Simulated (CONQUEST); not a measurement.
# TiO2 (Anatase) under changes of volume

One of the cells (11.354 Å³/atom); the others are scaled copies at fixed shape and fractional positions:

```
Ti O
1.0
     3.78420    0.00000    0.00000
     0.00000    3.78420    0.00000
     0.00000    0.00000    9.51460
Ti O
4 8
Cartesian
  0.0000 1.8921 2.3786
  1.8921 0.0000 7.1359
  0.0000 0.0000 0.0000
  1.8921 1.8921 4.7573
  0.0000 0.0000 7.5346
  1.8921 1.8921 2.7773
  0.0000 1.8921 0.3987
  1.8921 0.0000 5.1560
  0.0000 1.8921 4.3586
  1.8921 0.0000 9.1159
  0.0000 0.0000 1.9800
  1.8921 1.8921 6.7373
```

| Property | Result |
| --- | --- |
| Program | CONQUEST 1.3 |
| Functional | PBE |
| Potentials or basis | PseudoDojo NC PBE, SZP, grid of 40 × 40 × 100 points |
| k mesh | 7 × 7 × 3 |
| Occupations | fermi-dirac, width 0.05 eV |
| Spin | no spin polarisation |

| volume (Å³/atom) | energy over the lowest point (meV/atom) | pressure (GPa) | gap on the mesh (eV) | largest force (eV/Å) |
| --- | --- | --- | --- | --- |
| 10.673 | ? | ? | ? | ? |
| 10.900 | 52.89 | 19.9 | 1.87 | 0.433 |
| 11.127 | 28.89 | 14.2 | 1.83 | 0.270 |
| 11.354 | 12.56 | 8.8 | 1.79 | 0.124 |
| 11.581 | 3.43 | 4.3 | 1.76 | 0.007 |
| 11.808 | 0.00 | 0.6 | 1.72 | 0.102 |
| 12.035 | 1.49 | -2.6 | 1.69 | 0.159 |

Question: What does the run at 10.673 Å³/atom give?

Answer: Energy over the lowest point 85.28 meV/atom; pressure 25.5 GPa; gap on the mesh 1.90 eV; largest force 0.572 eV/Å.

Worked out: A Birch-Murnaghan fit of order 3 (a polynomial in V^(-2/3)) to the other rows has its minimum at 11.85 Å³/atom with B0 = V·E''(V) = 178 GPa (rough, since the energies scatter) at fixed shape and positions, which overstates the stiffness. It gives 86.37 meV/atom at 10.673 Å³/atom, against the run's 85.28, and -dE/dV = 27.3 GPa, against 25.5. A straight line through the other rows of the gap, of slope -1.82 eV per unit of ln V, extrapolates to 1.91 eV, against the run's 1.90.

Energies are extrapolated to zero smearing.

Caveats: the atomic basis is small; an odd mesh through Γ misses points on the zone boundary, where band edges often lie; the basis of atomic orbitals isn't converged, which shifts pressures, moduli and gaps.
